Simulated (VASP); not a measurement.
# Te2Pt (P-3m1) in VASP: notebook, part 2 of 2

VASP 6.6.1. The steps go on from the part before.

**4. Relaxation of cell and atoms, PBE (cell and atoms relaxed from a first guess)**

Contents of INCAR:

```
SYSTEM = Te2Pt
ALGO = Fast
EDIFF = 1E-6
EDIFFG = -0.005
ENCUT = 600
GGA = PE
IBRION = 2
ISIF = 3
ISMEAR = -1
LASPH = .True.
LCHARG = .False.
LREAL = .False.
LWAVE = .False.
NELM = 100
NSW = 100
PREC = Accurate
SIGMA = 0.05
```

Contents of KPOINTS:

```
k-points
0
Gamma
  10 10 6
  0 0 0
```

Contents of POSCAR:

```
Te2Pt
1.0
    3.8993644183      0.0000000000      0.0000000000
   -1.9496822091      3.3769486448      0.0000000000
    0.0000000000      0.0000000000      6.2389830692
Pt Te
1 2
Direct
    0.0000000000      0.0000000000      0.0000000000
    0.3333333333      0.6666666667      0.2500000000
    0.6666666667      0.3333333333      0.7500000000
```

Potentials or basis: VASP PAW PBE potentials, release 64 (Pt, Te).

The run is started by

```
> cat potpaw_PBE.64/Pt/POTCAR potpaw_PBE.64/Te/POTCAR > POTCAR
> mpirun -np 1 vasp_std > vasp.out
```

OUTCAR:

```text
SYSTEM = Te2Pt
   EDIFF = 1E-6
   EDIFFG = -0.005
   ENCUT = 600
   GGA = PE
   IBRION = 2
   ISIF = 3
   ISMEAR = -1
   LASPH = .True.
   LREAL = .False.
   NELM = 100
   NSW = 100
   PREC = Accurate

 ion  position               nearest neighbor table
   1  0.000  0.000  0.000-   2 2.74   3 2.74   2 2.74   3 2.74   3 2.74   2 2.74
   2  0.333  0.667  0.250-   1 2.74   1 2.74   1 2.74
   3  0.667  0.333  0.750-   1 2.74   1 2.74   1 2.74

  LATTYP: Found a hexagonal cell.
 ALAT       =     3.8993644183
 C/A-ratio  =     1.6000000000

  Lattice vectors:

 A1 = (   3.8993644183,   0.0000000000,   0.0000000000)
 A2 = (  -1.9496822091,   3.3769486448,   0.0000000000)
 A3 = (   0.0000000000,   0.0000000000,   6.2389830692)

Analysis of symmetry for initial positions (statically):
=====================================================================
 Subroutine PRICEL returns:
 Original cell was already a primitive cell.

 Routine SETGRP: Setting up the symmetry group for a
 hexagonal supercell.

 Subroutine GETGRP returns: Found 12 space group operations
 (whereof 12 operations were pure point group operations)
 out of a pool of 24 trial point group operations.

The static configuration has the point symmetry D_3d.

Analysis of symmetry for dynamics (positions and initial velocities):
=====================================================================
 Subroutine PRICEL returns:
 Original cell was already a primitive cell.

 Routine SETGRP: Setting up the symmetry group for a
 hexagonal supercell.

 Subroutine GETGRP returns: Found 12 space group operations
 (whereof 12 operations were pure point group operations)
 out of a pool of 24 trial point group operations.

The dynamic configuration has the point symmetry D_3d.

 Subroutine INISYM returns: Found 12 space group operations
 (whereof 12 operations are pure point group operations),
 and found     1 'primitive' translations

----------------------------------------------------------------------------------------

                                     Primitive cell

  volume of cell :      82.1546

  direct lattice vectors                    reciprocal lattice vectors
     3.899364418  0.000000000  0.000000000     0.256452050  0.148062660  0.000000000
    -1.949682209  3.376948645  0.000000000     0.000000000  0.296125321  0.000000000
     0.000000000  0.000000000  6.238983069     0.000000000  0.000000000  0.160282531

  length of vectors
     3.899364418  3.899364418  6.238983069     0.296125321  0.296125321  0.160282531

  position of ions in fractional coordinates (direct lattice)
     0.000000000  0.000000000  0.000000000
     0.333333333  0.666666667  0.250000000
     0.666666667  0.333333333  0.750000000

  ion indices of the primitive-cell ions
   primitive index   ion index
                 1           1
                 2           2
                 3           3

----------------------------------------------------------------------------------------

 KPOINTS: k-points

Automatic generation of k-mesh.
 Grid dimensions read from file:
 generate k-points for:   10   10    6

 Generating k-lattice:

  Cartesian coordinates                     Fractional coordinates (reciprocal lattice)
     0.025645205  0.014806266  0.000000000     0.100000000 -0.000000000  0.000000000
     0.000000000  0.029612532  0.000000000     0.000000000  0.100000000  0.000000000
     0.000000000  0.000000000  0.026713755     0.000000000  0.000000000  0.166666667

  Length of vectors
     0.029612532  0.029612532  0.026713755
[... 65 lines left out ...]
   NELECT =      22.0000    total number of electrons
   NUPDOWN=      -1.0000    fix difference up-down
   EMIN   =  10.00;   EMAX   =-10.00  energy-range for DOS
   EFERMI =   0.00;   METHOD = LEGACY
   ISMEAR =    -1;   SIGMA  =   0.05  broadening in eV -4-tet -1-fermi 0-gaus
   EFERMI_NEDOS =   21; number of points for ismear=-14 and -15
   IALGO  =     68    algorithm
   IMIX   =      4    mixing-type and parameters
     AMIX     =   0.40;   BMIX     =  1.00
     AMIX_MAG =   1.60;   BMIX_MAG =  1.00
  volume/ion in A,a.u.               =      27.38       184.80
  Fermi-wavevector in a.u.,A,eV,Ry     =   1.055209  1.994055 15.149616  1.113465
  Thomas-Fermi vector in A             =   2.190398
   LORBIT       =      0    0 simple, 1 ext, 2 COOP (PROOUT), +10 PAW based schemes
   GGA     = PE    functional components
   LHFCALC =     F    Hartree Fock is set to
   AEXX    =    0.0000 exact exchange contribution
   IVDW    =     0    specifies the selected vdW correction
   LEPSILON=     F    determine dielectric tensor
   LRPA    =     F    only Hartree local field effects (RPA)
 conjugate gradient relaxation of ions
 non-spin polarized calculation
 RMM-DIIS sequential band-by-band and
  energy-cutoff  :      600.00
  volume of cell :       82.15
 maximum number of plane-waves:      2767
 NGX is ok and might be reduce to    32
   NGX = 15   NGY = 15   NGZ = 25

--------------------------------------- Ionic step        1  -------------------------------------------

 number of electron      21.9999999 magnetization

 Free energy of the ion-electron system (eV)
  ---------------------------------------------------
  ext. energy  EPLUGINS =         0.00000000
  ---------------------------------------------------
  free energy    TOTEN  =       -13.32425138 eV

  energy without entropy =      -13.31119029  energy(sigma->0) =      -13.31772083

------------------------ aborting loop because EDIFF is reached ----------------------------------------

  FORCE on cell =-STRESS in cart. coord.  units (eV):
  Direction    XX          YY          ZZ          XY          YZ          ZX
  --------------------------------------------------------------------------------------
  -------------------------------------------------------------------------------------
  Total        0.7729480      0.7729480     -2.7955595      0.0000000      0.0000000      0.0000000
  in kB       15.0740084     15.0740084    -54.5189185      0.0000000      0.0000000      0.0000000
  external PRESSURE =      -8.1236339 kB  Pullay stress =       0.0000000 kB
[... 92 lines left out ...]
  FREE ENERGIE OF THE ION-ELECTRON SYSTEM (eV)
  ---------------------------------------------------
  free  energy   TOTEN  =       -13.5072576659 eV

  energy  without entropy=      -13.4994421183  energy(sigma->0) =      -13.50334989

 E-fermi :   7.3563     XC(G=0):  -9.9570

 val. band max:        7.3295955685   @ k =  -0.1000   0.4000   0.1667
 cond. band min:       7.3766319010   @ k =   0.3000   0.3000   0.0000
 fundamental gap:      0.0470363325
 Fermi energy:         7.3562955379

 k-point     1 :       0.0000    0.0000    0.0000
  band No.  band energies     occupation
      1      -6.1561      2.00000
      2      -3.4801      2.00000
      3       1.1482      2.00000
      4       1.8409      2.00000
      5       1.8409      2.00000
      6       3.6963      2.00000
      7       3.6963      2.00000
      8       4.7728      2.00000
      9       6.8402      1.99993
     10       6.8402      1.99993
     11       8.2175      0.00000
     12       8.6885      0.00000
     13       8.6885      0.00000
     14      10.5615      0.00000
[... 403 lines left out ...]
      4       2.3457      2.00000
      5       2.6366      2.00000
      6       3.3615      2.00000
      7       3.9740      2.00000
      8       4.0352      2.00000
      9       4.2047      2.00000
     10       4.4903      2.00000
     11       5.0635      2.00000
     12       8.0992      0.00000
     13       9.1128      0.00000
     14      10.5122      0.00000
     15      11.7974      0.00000

 [... further k-points ...]

[... ionic steps 4 to 32 ...]

--------------------------------------- Ionic step       33  -------------------------------------------

 number of electron      21.9999999 magnetization

------------------------ aborting loop because EDIFF is reached ----------------------------------------
[... 69 lines left out ...]
--------------------------------------- Ionic step       35  -------------------------------------------

 number of electron      21.9999999 magnetization

 Free energy of the ion-electron system (eV)
  ---------------------------------------------------
  ext. energy  EPLUGINS =         0.00000000
  ---------------------------------------------------
  free energy    TOTEN  =       -13.57659796 eV

  energy without entropy =      -13.56691053  energy(sigma->0) =      -13.57175424

 E-fermi :   7.8847     XC(G=0): -10.2425

 val. band max:        7.8637072369   @ k =  -0.2000   0.5000   0.1667
 cond. band min:       7.9098393114   @ k =   0.1000  -0.0000   0.1667
 fundamental gap:      0.0461320745
 Fermi energy:         7.8846635306

 k-point     1 :       0.0000    0.0000    0.0000
  band No.  band energies     occupation
      1      -5.7437      2.00000
      2      -2.7248      2.00000
      3       1.5280      2.00000
      4       2.4283      2.00000
      5       2.4283      2.00000
      6       4.3118      2.00000
      7       4.3118      2.00000
      8       5.3445      2.00000
      9       7.4114      1.99984
     10       7.4114      1.99984
     11       8.9684      0.00000
     12       8.9684      0.00000
     13       9.1925      0.00000
     14      10.7903      0.00000
[... 445 lines left out ...]
  FREE ENERGIE OF THE ION-ELECTRON SYSTEM (eV)
  ---------------------------------------------------
  free  energy   TOTEN  =       -13.5765979576 eV

  energy  without entropy=      -13.5669105293  energy(sigma->0) =      -13.57175424

 reached required accuracy - stopping structural energy minimisation
```

CONTCAR:

```text
Te2Pt
   1.00000000000000
     4.0884614941229493    0.0000000000028139   -0.0000000000000001
    -2.0442307470066119    3.5407115162337250   -0.0000000000000001
    -0.0000000000000004   -0.0000000000000001    5.3638182050340584
  Pt              Te
     1     2
Direct
     0.0000000000000000    0.0000000000000000    0.0000000000000000
     0.3333333332999970    0.6666666667000030    0.2536768505899422
     0.6666666667000030    0.3333333332999970    0.7463231494100580

  0.00000000E+00  0.00000000E+00  0.00000000E+00
  0.00000000E+00  0.00000000E+00  0.00000000E+00
  0.00000000E+00  0.00000000E+00  0.00000000E+00
```

It took 17 min on 1 thread of Intel Xeon Platinum 8375C at 2.90GHz (Ice Lake), shared host; peak memory 0.32 GiB.

Results:

| Quantity | Value |
| --- | --- |
| Free energy | -13.5766 eV |
| Relaxed volume | 25.88 Å³/atom |
| Relaxed cell | a = 4.088 Å, b = 4.088 Å, c = 5.364 Å, α = 90.00°, β = 90.00°, γ = 120.00° |
| Space group after relaxing (to 0.05 Å) | P-3m1 (No. 164) |
| Energy gained by relaxing | 84.1 meV/atom |
| Ionic steps | 35 |
| Pressure after relaxing | 0.0 GPa |
| Band gap on the k mesh | none (metal or under the smearing width) |

Step by step:
```csv
step,energy change (eV),largest force (eV/Å),pressure (GPa),volume (Å³)
1,0.0000,0.8604,-0.81,82.15
2,-0.1572,0.1687,1.86,80.42
3,-0.1830,0.2859,3.44,79.45
4,-0.2246,0.0621,-1.37,83.22
5,-0.2311,0.1110,-0.18,82.18
6,-0.2311,0.1102,-0.23,82.23
7,-0.2325,0.1145,-0.22,82.02
8,-0.2365,0.1288,-0.16,81.39
9,-0.2431,0.1592,0.00,80.12
10,-0.2470,0.2067,0.55,77.53
11,-0.2476,0.2008,0.38,78.22
12,-0.2492,0.1427,0.09,78.20
13,-0.2502,0.0246,-0.50,78.14
14,-0.2503,0.0474,-0.38,78.15
15,-0.2513,0.0326,-0.24,77.86
16,-0.2521,0.0052,0.11,77.30
17,-0.2521,0.0095,0.09,77.36
18,-0.2521,0.0100,0.07,77.38
19,-0.2521,0.0028,0.00,77.44
20,-0.2522,0.0185,-0.09,77.53
21,-0.2522,0.0179,-0.05,77.51
22,-0.2523,0.0162,0.03,77.49
23,-0.2523,0.0156,0.02,77.49
24,-0.2523,0.0158,0.01,77.49
25,-0.2523,0.0158,0.01,77.49
26,-0.2523,0.0158,0.01,77.49
27,-0.2523,0.0136,0.03,77.50
28,-0.2523,0.0075,0.04,77.53
29,-0.2523,0.0045,0.05,77.59
30,-0.2523,0.0012,0.01,77.64
31,-0.2523,0.0010,-0.02,77.67
32,-0.2523,0.0006,-0.03,77.66
33,-0.2523,0.0002,-0.02,77.65
34,-0.2523,0.0008,0.01,77.64
35,-0.2523,0.0003,-0.01,77.65
```

Final structure:
```xyz
3
Lattice="4.0885 0.0000 0.0000 -2.0442 3.5407 0.0000 0.0000 0.0000 5.3638" Properties=species:S:1:pos:R:3 pbc="T T T"
Pt    0.0000    0.0000    0.0000
Te    0.0000    2.3605    1.3607
Te    2.0442    1.1802    4.0031
```

Caveat: this functional lacks dispersion, which binds the layers, so the pressure and a relaxed spacing across them are unreliable.

**5. The runs side by side**

| task | cell | cutoff (eV) | gap on the mesh (eV) | pressure (GPa) | largest force (eV/Å) |
| --- | --- | --- | --- | --- | --- |
| single point | as given | 520 | none | -0.2 | 0.01 |
| single point | cell and atoms relaxed from a first guess | 520 | none | -0.2 | 0.01 |
| relaxation of cell and atoms | relaxed from: cell and atoms relaxed from a first guess | 600 | none | 0.0 | - |

Alike in all rows: level PBE; potentials or basis VASP PAW PBE potentials, release 64 (Pt, Te); no spin polarisation; k mesh 10 × 10 × 6; smearing fermi-dirac 0.05 eV.

Caveats: this functional lacks dispersion, which binds the layers, so the pressure and a relaxed spacing across them are unreliable (some runs).

Total energies depend on the potentials used, so only differences within one code and one set of settings carry meaning.
